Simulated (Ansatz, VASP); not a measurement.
Hf: VASP beside Ansatz

File INCAR:

```
SYSTEM = Hf
ALGO     = Fast           ! electronic algorithm
EDIFF    = 1E-7           ! SCF threshold, eV
ENCUT    = 520            ! plane-wave cutoff, eV
GGA      = PE             ! functional
ISIF     = 2              ! what is computed and relaxed
ISMEAR   = 0              ! smearing method
LASPH    = .True.         ! aspherical terms in the spheres
LCHARG   = .False.        ! write CHGCAR
LREAL    = .False.        ! projectors in reciprocal space
LWAVE    = .False.        ! write WAVECAR
NBANDS   = 11             ! bands
NELM     = 80             ! most SCF steps
PREC     = Accurate       ! precision mode
SIGMA    = 0.1            ! smearing width, eV
```

Contents of KPOINTS:

```
k-points
0
Gamma
  8 8 8
  0 0 0
```

POSCAR

```
Hf
1.0
    0.0000000000      2.2464239818      2.2464239818
    2.2464239818      0.0000000000      2.2464239818
    2.2464239818      2.2464239818      0.0000000000
Hf
1
Direct
    0.0000000000      0.0000000000      0.0000000000
```

Input for Ansatz:

```yaml
crystal:
  lattice:
    - [0.0, 2.2464239818, 2.2464239818]
    - [2.2464239818, 0.0, 2.2464239818]
    - [2.2464239818, 2.2464239818, 0.0]
  atoms:
    - { symbol: Hf, position: [0.0, 0.0, 0.0] }
basis:
  ecutwfc: 420
kpoints:
  mp_grid: { grid: [8, 8, 8] }
hamiltonian:
  xc: pbe
scf:
  occupations: { method: gaussian, width: 0.1 }
output:
  forces: true
  stress: true
  eigenvalues: true
```

Alike in both runs: task single point; functional PBE; k mesh 8 × 8 × 8; occupations gaussian, width 0.1 eV; no spin polarisation.

|  | VASP | Ansatz |
| --- | --- | --- |
| version | VASP 6.6.1 | Ansatz 0.2.0 |
| potentials or method | VASP PAW PBE potentials, release 64 (Hf_pv) | scalar-relativistic, plane waves, PAW |
| plane-wave cutoff (eV) | 520 | 420 |
| valence electrons in the cell | 10 | 26 |

VASP gave:

| Item | Value |
| --- | --- |
| gap on the k mesh at the Fermi level (eV) | none |
| pressure (GPa) | -0.8 |

Task: Estimate Ansatz's values.

Result: gap on the k mesh at the Fermi level (eV): none; pressure (GPa): -0.4.

A gap of «none» marks a metal or a gap that the smearing closes. The two sets of potentials don't hold the same shells in valence.

Spin-orbit coupling is left out, which matters for the levels of Hf.
